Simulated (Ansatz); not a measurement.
## Sb: strain and displacement

```yaml
crystal:
  lattice:
    - [0.00000, 2.30500, 2.30500]
    - [2.30500, 0.00000, 2.30500]
    - [2.30500, 2.30500, 0.00000]
  atoms:
    - { symbol: Sb, position: [0.00000, 0.00000, 0.00000] }
```

Conventional cell: a = 4.610 Å, b = 4.610 Å, c = 4.610 Å, α = 90.00°, β = 90.00°, γ = 90.00°. Sb (atom 1) is surrounded by 12 Sb at 3.26 Å.

The cell comes from COD entry 9013009, which wasn't checked; take it as a given geometry.

No spin–orbit coupling, which matters for the heavy atoms here.

These are results of DFT, PBE, all-electron LAPW, scalar-relativistic (Ansatz 0.2.0), not measurements.

The runs use a Γ-centred 12×12×12 k mesh, Fermi–Dirac smearing of 0.05 eV, basis error target 1 meV/atom, no spin polarisation.

The unchanged cell is at 8.71 GPa.

In a metal, stresses and small energies carry noise from the k mesh.

x, y and z are the Cartesian axes of the cell as listed; fractional coordinates follow a strain, and an engineering shear is twice the off-diagonal strain component.

One change gave: energy change +3 meV/atom; stress change (xx, yy, zz, yz, xz, xy) 0.53, 0.53, 0.53, -0.37, -0.37, -0.37 GPa, compression positive. Which change was it?
A. equal xy, yz and zx engineering shear strains of +3 %
B. equal xy, yz and zx engineering shear strains of -2 %
C. equal xy, yz and zx engineering shear strains of +2 %
D. equal xy, yz and zx engineering shear strains of -1 %
E. equal xy, yz and zx engineering shear strains of +1 %
F. equal xy, yz and zx engineering shear strains of -3 %

A. For equal xy, yz and zx engineering shear strains of -3 %: energy change +4 meV/atom; stress change (xx, yy, zz, yz, xz, xy) 0.60, 0.60, 0.60, 0.40, 0.40, 0.40 GPa, compression positive. For equal xy, yz and zx engineering shear strains of -1 %: energy change under 1 meV/atom; stress change (xx, yy, zz, yz, xz, xy) 0.10, 0.10, 0.10, 0.20, 0.20, 0.20 GPa, compression positive. For equal xy, yz and zx engineering shear strains of +2 %: energy change +1 meV/atom; stress change (xx, yy, zz, yz, xz, xy) 0.33, 0.33, 0.33, -0.19, -0.19, -0.19 GPa, compression positive. For equal xy, yz and zx engineering shear strains of -2 %: energy change +2 meV/atom; stress change (xx, yy, zz, yz, xz, xy) 0.35, 0.35, 0.35, 0.31, 0.31, 0.31 GPa, compression positive. For equal xy, yz and zx engineering shear strains of +1 %: energy change under 1 meV/atom; stress change (xx, yy, zz, yz, xz, xy) 0.11, 0.11, 0.11, -0.08, -0.08, -0.08 GPa, compression positive.
